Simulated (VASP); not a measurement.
# GaSb (F-43m) in VASP: a series of runs

Aim: see how the results for GaSb move with the level of theory and the settings. Levels: PBE, HSE06. Tasks: single point.

All numbers are computed with VASP 6.6.1; they aren't measurements. Logs are shortened: lines on timing, memory, paths and dates and some standing lists are left out, and cuts for length are marked.

**Experimental background.**

A printed reference work, data compilation reports, for a bulk crystal of GaSb at 4.2 K: band gap 0.811 eV (direct).

The runs below are set against these values where they give the same quantity.

## 1. The cell of the first run

The structure is cubic, space group F-43m (No. 216). Conventional cell: a = 6.132 Å, b = 6.132 Å, c = 6.132 Å, α = 90.00°, β = 90.00°, γ = 90.00°. Ga (site symmetry -43m) has 4 Sb at 2.66 Å within 3.5 Å. Sb (site symmetry -43m) has 4 Ga at 2.66 Å within 3.5 Å.

## 2. Single point, PBE

Contents of INCAR:

```
SYSTEM = GaSb
PREC = Accurate ; ENCUT = 520
EDIFF = 1E-7 ; ISMEAR = -1
SIGMA = 0.02 ; LREAL = .FALSE.
LASPH = .TRUE. ; NELM = 60
ALGO = Normal ; ISIF = 2
LWAVE = .FALSE. ; LCHARG = .FALSE.
GGA = PE ; NBANDS = 16
```

Contents of KPOINTS:

```
regular mesh
0
G
  6 6 6
  0 0 0
```

Contents of POSCAR:

```
GaSb
1.0
    0.0000000000      3.0658848221      3.0658848221
    3.0658848221      0.0000000000      3.0658848221
    3.0658848221      3.0658848221      0.0000000000
Ga Sb
1 1
Direct
    0.0000000000      0.0000000000      0.0000000000
    0.2500000000      0.2500000000      0.2500000000
```

Potentials or basis: VASP PAW PBE potentials, release 64 (Ga_d, Sb).

On the command line:

```console
$ cat potpaw_PBE.64/Ga_d/POTCAR potpaw_PBE.64/Sb/POTCAR > POTCAR
$ mpirun -np 1 vasp_std > vasp.out
```

OUTCAR:

```text
SYSTEM = GaSb
   PREC = Accurate
   ENCUT = 520
   EDIFF = 1E-7
   ISMEAR = -1
   LREAL = .FALSE.
   LASPH = .TRUE.
   NELM = 60
   ISIF = 2
   GGA = PE

 ion  position               nearest neighbor table
   1  0.000  0.000  0.000-   2 2.66   2 2.66   2 2.66   2 2.66
   2  0.250  0.250  0.250-   1 2.66   1 2.66   1 2.66   1 2.66

  LATTYP: Found a face centered cubic cell.
 ALAT       =     6.1317696442

  Lattice vectors:

 A1 = (   0.0000000000,   3.0658848221,   3.0658848221)
 A2 = (   3.0658848221,   0.0000000000,   3.0658848221)
 A3 = (   3.0658848221,   3.0658848221,   0.0000000000)

Analysis of symmetry for initial positions (statically):
=====================================================================
 Subroutine PRICEL returns:
 Original cell was already a primitive cell.

 Routine SETGRP: Setting up the symmetry group for a
 face centered cubic supercell.

 Subroutine GETGRP returns: Found 24 space group operations
 (whereof 24 operations were pure point group operations)
 out of a pool of 48 trial point group operations.

The static configuration has the point symmetry T_d .

Analysis of symmetry for dynamics (positions and initial velocities):
=====================================================================
 Subroutine PRICEL returns:
 Original cell was already a primitive cell.

 Routine SETGRP: Setting up the symmetry group for a
 face centered cubic supercell.

 Subroutine GETGRP returns: Found 24 space group operations
 (whereof 24 operations were pure point group operations)
 out of a pool of 48 trial point group operations.

The dynamic configuration has the point symmetry T_d .

 Subroutine INISYM returns: Found 24 space group operations
 (whereof 24 operations are pure point group operations),
 and found     1 'primitive' translations

----------------------------------------------------------------------------------------

                                     Primitive cell

  volume of cell :      57.6365

  direct lattice vectors                    reciprocal lattice vectors
     0.000000000  3.065884822  3.065884822    -0.163085057  0.163085057  0.163085057
     3.065884822  0.000000000  3.065884822     0.163085057 -0.163085057  0.163085057
     3.065884822  3.065884822  0.000000000     0.163085057  0.163085057 -0.163085057

  length of vectors
     4.335815896  4.335815896  4.335815896     0.282471604  0.282471604  0.282471604

  position of ions in fractional coordinates (direct lattice)
     0.000000000  0.000000000  0.000000000
     0.250000000  0.250000000  0.250000000

  ion indices of the primitive-cell ions
   primitive index   ion index
                 1           1
                 2           2

----------------------------------------------------------------------------------------

 KPOINTS: regular mesh

Automatic generation of k-mesh.
 Grid dimensions read from file:
 generate k-points for:    6    6    6

 Generating k-lattice:

  Cartesian coordinates                     Fractional coordinates (reciprocal lattice)
    -0.027180843  0.027180843  0.027180843     0.166666667  0.000000000  0.000000000
     0.027180843 -0.027180843  0.027180843     0.000000000  0.166666667  0.000000000
     0.027180843  0.027180843 -0.027180843     0.000000000  0.000000000  0.166666667

  Length of vectors
     0.047078601  0.047078601  0.047078601

  Shift w.r.t. Gamma in fractional coordinates (k-lattice)
     0.000000000  0.000000000  0.000000000

 Subroutine IBZKPT returns following result:
 ===========================================

 Found     16 irreducible k-points:

 Following reciprocal coordinates:
            Coordinates               Weight
  0.000000  0.000000  0.000000      1.000000
  0.166667  0.000000  0.000000      8.000000
  0.333333  0.000000  0.000000      8.000000
  0.500000  0.000000  0.000000      4.000000
  0.166667  0.166667  0.000000      6.000000
  0.333333  0.166667  0.000000     24.000000
[... 8 lines left out ...]
 -0.333333  0.333333  0.166667     24.000000
 -0.333333  0.500000  0.166667     12.000000
   k-points           NKPTS =     16   k-points in BZ     NKDIM =     16   number of bands    NBANDS=     16
   number of dos      NEDOS =    301   number of ions     NIONS =      2
   total plane-waves  NPLWV =  32768
   dimension x,y,z NGX =    32 NGY =   32 NGZ =   32
   dimension x,y,z NGXF=    64 NGYF=   64 NGZF=   64
   ions per type =               1   1
   NGX,Y,Z   is equivalent  to a cutoff of  12.27, 12.27, 12.27 a.u.
   NGXF,Y,Z  is equivalent  to a cutoff of  24.54, 24.54, 24.54 a.u.
 SYSTEM =  GaSb
   PREC   = accura    normal or accurate (medium, high low for compatibility)
   ISTART =      0    job   : 0-new  1-cont  2-samecut
   ICHARG =      2    charge: 1-file 2-atom 10-const
   ISPIN  =      1    spin polarized calculation?
   LNONCOLLINEAR =      F non collinear calculations
   LSORBIT =      F    spin-orbit coupling
   LASPH  =      T    aspherical Exc in radial PAW
   ENCUT  =  520.0 eV  38.22 Ry    6.18 a.u.   8.06  8.06  8.06*2*pi/ulx,y,z
   NELM   =     60;   NELMIN=  2; NELMDL= -5     # of ELM steps
   EDIFF  = 0.1E-06   stopping-criterion for ELM
   LREAL  =      F    real-space projection
   EDIFFG = 0.1E-05   stopping-criterion for IOM
   NSW    =      0    number of steps for IOM
   IBRION =     -1    ionic relax: 0-MD 1-quasi-New 2-CG
   NFREE  =      0    steps in history (QN), initial steepest desc. (CG)
   ISIF   =      2    stress and relaxation
   ISYM   =      2    0-nonsym 1-usesym 2-fastsym
   POTIM  = 0.5000    time-step for ionic-motion
   TEBEG  =    0.0;   TEEND  =   0.0 temperature during run
   PSTRESS=    0.0 pullay stress
   NELECT =      18.0000    total number of electrons
   NUPDOWN=      -1.0000    fix difference up-down
   EMIN   =  10.00;   EMAX   =-10.00  energy-range for DOS
   EFERMI =   0.00;   METHOD = LEGACY
   ISMEAR =    -1;   SIGMA  =   0.02  broadening in eV -4-tet -1-fermi 0-gaus
   EFERMI_NEDOS =   21; number of points for ismear=-14 and -15
   IALGO  =     38    algorithm
   IMIX   =      4    mixing-type and parameters
     AMIX     =   0.40;   BMIX     =  1.00
     AMIX_MAG =   1.60;   BMIX_MAG =  1.00
  volume/ion in A,a.u.               =      28.82       194.48
  Fermi-wavevector in a.u.,A,eV,Ry     =   1.110708  2.098933 16.785125  1.233672
  Thomas-Fermi vector in A             =   2.247263
   LORBIT       =      0    0 simple, 1 ext, 2 COOP (PROOUT), +10 PAW based schemes
   GGA     = PE    functional components
   LHFCALC =     F    Hartree Fock is set to
   AEXX    =    0.0000 exact exchange contribution
   IVDW    =     0    specifies the selected vdW correction
   LEPSILON=     F    determine dielectric tensor
   LRPA    =     F    only Hartree local field effects (RPA)
 non-spin polarized calculation
  energy-cutoff  :      520.00
  volume of cell :       57.64
 maximum number of plane-waves:      1572
   NGX = 17   NGY = 17   NGZ = 17

 number of electron      17.9999989 magnetization

 Free energy of the ion-electron system (eV)
  ---------------------------------------------------
  ext. energy  EPLUGINS =         0.00000000
  ---------------------------------------------------
  free energy    TOTEN  =        -7.32679358 eV

  energy without entropy =       -7.32638151  energy(sigma->0) =       -7.32658754

 E-fermi :   4.8283     XC(G=0):  -9.0542

 val. band max:        4.8090495612   @ k =   0.0000   0.0000   0.0000
 cond. band min:       5.1966427835   @ k =   0.5000   0.0000   0.0000
 fundamental gap:      0.3875932223
 Fermi energy:         4.8282698926

 k-point     1 :       0.0000    0.0000    0.0000
  band No.  band energies     occupation
      1     -10.2176      2.00000
      2     -10.2176      2.00000
      3     -10.2176      2.00000
      4     -10.1691      2.00000
      5     -10.1691      2.00000
      6      -6.6208      2.00000
[... 8 lines left out ...]
     15      13.3846      0.00000
     16      13.3846      0.00000

 k-point     2 :       0.1667    0.0000    0.0000
  band No.  band energies     occupation
      1     -10.2244      2.00000
      2     -10.2146      2.00000
      3     -10.2146      2.00000
      4     -10.1694      2.00000
      5     -10.1694      2.00000
      6      -6.3413      2.00000
[... 8 lines left out ...]
     15      12.4060      0.00000
     16      12.4060      0.00000

 k-point     3 :       0.3333    0.0000    0.0000
  band No.  band energies     occupation
      1     -10.2378      2.00000
      2     -10.2094      2.00000
      3     -10.2094      2.00000
      4     -10.1693      2.00000
      5     -10.1693      2.00000
      6      -5.5969      2.00000
[... 8 lines left out ...]
     15      12.9016      0.00000
     16      12.9016      0.00000

 k-point     4 :       0.5000    0.0000    0.0000
  band No.  band energies     occupation
      1     -10.2443      2.00000
      2     -10.2072      2.00000
      3     -10.2072      2.00000
      4     -10.1688      2.00000
      5     -10.1688      2.00000
      6      -5.0127      2.00000
[... 8 lines left out ...]
     15      14.6769      0.00000
     16      14.6769      0.00000
[... 172 lines left out ...]
 k-point    14 :       0.5000    0.3333    0.1667
  band No.  band energies     occupation
      1     -10.2490      2.00000
      2     -10.2035      2.00000
      3     -10.2007      2.00000
      4     -10.1743      2.00000
      5     -10.1677      2.00000
      6      -4.9594      2.00000
[... 8 lines left out ...]
     15      13.8188      0.00000
     16      15.7664      0.00000

 k-point    15 :      -0.3333    0.3333    0.1667
  band No.  band energies     occupation
      1     -10.2520      2.00000
      2     -10.2028      2.00000
      3     -10.1982      2.00000
      4     -10.1736      2.00000
      5     -10.1688      2.00000
      6      -4.4372      2.00000
[... 8 lines left out ...]
     15      15.2133      0.00000
     16      15.4405      0.00000

 k-point    16 :      -0.3333    0.5000    0.1667
  band No.  band energies     occupation
      1     -10.2566      2.00000
      2     -10.1993      2.00000
      3     -10.1949      2.00000
      4     -10.1767      2.00000
      5     -10.1674      2.00000
      6      -4.1591      2.00000
[... 8 lines left out ...]
     15      14.8012      0.00000
     16      16.1416      0.00000

------------------------ aborting loop because EDIFF is reached ----------------------------------------

  FORCE on cell =-STRESS in cart. coord.  units (eV):
  Direction    XX          YY          ZZ          XY          YZ          ZX
  --------------------------------------------------------------------------------------
  -------------------------------------------------------------------------------------
  Total        0.7688517      0.7688517      0.7688517      0.0000000      0.0000000     -0.0000000
  in kB       21.3725167     21.3725167     21.3725167      0.0000000      0.0000000     -0.0000000
  external PRESSURE =      21.3725167 kB  Pullay stress =       0.0000000 kB

 VOLUME and BASIS-vectors are now :
 -----------------------------------------------------------------------------
  energy-cutoff  :      520.00
  volume of cell :       57.64
      direct lattice vectors                 reciprocal lattice vectors
     0.000000000  3.065884822  3.065884822    -0.163085057  0.163085057  0.163085057
     3.065884822  0.000000000  3.065884822     0.163085057 -0.163085057  0.163085057
     3.065884822  3.065884822  0.000000000     0.163085057  0.163085057 -0.163085057

 POSITION                                       TOTAL-FORCE (eV/Angst)
 -----------------------------------------------------------------------------------
      0.00000      0.00000      0.00000        -0.000000      0.000000      0.000000
      1.53294      1.53294      1.53294         0.000000     -0.000000     -0.000000
 -----------------------------------------------------------------------------------
    total drift:                                0.000002      0.000002      0.000002

  FREE ENERGIE OF THE ION-ELECTRON SYSTEM (eV)
  ---------------------------------------------------
  free  energy   TOTEN  =        -7.3267935832 eV

  energy  without entropy=       -7.3263815065  energy(sigma->0) =       -7.32658754
```

It took 5.7 s on 1 thread of Intel Xeon 6975P-C (Granite Rapids), shared host; peak memory 0.18 GiB.

Results:

* Free energy: -7.3268 eV
* Pressure: 2.1 GPa
* Band gap on the k mesh: zero (filled and empty bands touch)

Caveat: spin-orbit coupling is left out, which moves the levels of the heavy elements.

(Part 1 of 2 ends here.)
